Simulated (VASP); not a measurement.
Runs of VASP 6.6.1 on Al. Symmetry: Fm-3m, No. 225, cubic system. Conventional cell: a = 4.050 Å, b = 4.050 Å, c = 4.050 Å, α = 90.00°, β = 90.00°, γ = 90.00°. Al (site symmetry m-3m) has 12 Al at 2.86 Å as nearest neighbours. 

```tsv
task	level	cell	cutoff (eV)	exchange at q = 0	gap on the mesh (eV)	pressure (GPa)	relaxed volume (Å³/atom)
band structure	r2SCAN0	as given	520	truncated	-	-3.2	-
relaxation of cell and atoms	HSE03	relaxed	600	-	none	0.0	16.45
band structure	HSE03	as given	520	-	-	-0.7	-
band structure	r2SCANh	as given	520	default	-	-3.2	-
band structure	HSEsol	as given	520	-	-	(a)	-
relaxation of cell and atoms	HSEsol	relaxed	600	-	none	0.0	16.19
```

Alike in all rows: potentials or basis VASP PAW PBE potentials, release 64 (Al); no spin polarisation; k mesh 6 × 6 × 6; smearing fermi-dirac 0.05 eV; the mesh is coarse, so values aren't converged.

Estimate the missing entries.

(a) -1.9.

Caveats: all runs use coarse meshes; the PAW data sets were made with another functional, which shifts forces and pressure a little; an unscreened hybrid on a path of extra k points without a Coulomb cutoff has errors near the mesh points, so the bands along the path aren't reliable (some runs).

A gap of «none» marks a metal or a gap under the smearing width.

Runs at the PBE level aren't shown here.
